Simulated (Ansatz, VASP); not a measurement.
## Two plane-wave programs on C

File INCAR:

```
PREC = Accurate
ENCUT = 520
EDIFF = 1E-6
ISMEAR = 0
SIGMA = 0.1
LREAL = False
LASPH = True
NELM = 60
ALGO = Normal
ISIF = 2
LWAVE = False
LCHARG = True
GGA = PE
LELF = True
LVHAR = True
NBANDS = 11
```

The input KPOINTS:

```
Automatic mesh
0
Gamma
  11 11 11
```

The input POSCAR:

```
C
1.0
    1.2280263500      0.7090013400      3.3470108400
   -1.2280263500      0.7090013400      3.3470108400
    0.0000000000     -1.4180026800      3.3470108400
C
2
Direct
    0.1640000000      0.1640000000      0.1640000000
    0.8360000000      0.8360000000      0.8360000000
```

Input for Ansatz:

```yaml
crystal:
  lattice:
    - [1.22802635, 0.70900134, 3.34701084]
    - [-1.22802635, 0.70900134, 3.34701084]
    - [0.0, -1.41800268, 3.34701084]
  atoms:
    - { symbol: C, position: [0.164, 0.164, 0.164] }
    - { symbol: C, position: [0.836, 0.836, 0.836] }
hamiltonian:
  xc: pbe
  pseudopotentials: { kind: paw }
basis:
  ecutwfc: 420
kpoints:
  mp_grid: { grid: [11, 11, 11] }
scf:
  occupations: { method: gaussian, width: 0.1 }
  lower_state_search: "off"
  algorithm: density_mixing
  max_iter: 100
  mixing: { algorithm: anderson, ndim: 1, beta: 0.7, preconditioner: kerker }
output:
  forces: true
  stress: true
```

Alike in both runs: task single point; functional PBE; k mesh 11 × 11 × 11; occupations gaussian, width 0.1 eV; no spin polarisation.

```csv
,VASP,Ansatz
version,VASP 6.6.1,Ansatz 0.2.0
potentials or method,"VASP PAW PBE potentials, release 64 (C)","PAW, plane waves, scalar-relativistic"
plane-wave cutoff (eV),520,420
valence electrons in the cell,8,8
```

Ansatz gave:

```
pressure (GPa)                                  : 4.3
largest component of the traceless stress (GPa) : 1.22
rms of the force components (eV/Å)              : 0.504
```

Question: Which values does VASP return?

Answer: Pressure (GPa): 4.8; largest component of the traceless stress (GPa): 1.77; rms of the force components (eV/Å): 0.502.

Atom by atom the forces differ by 0.002 eV/Å (rms over components).
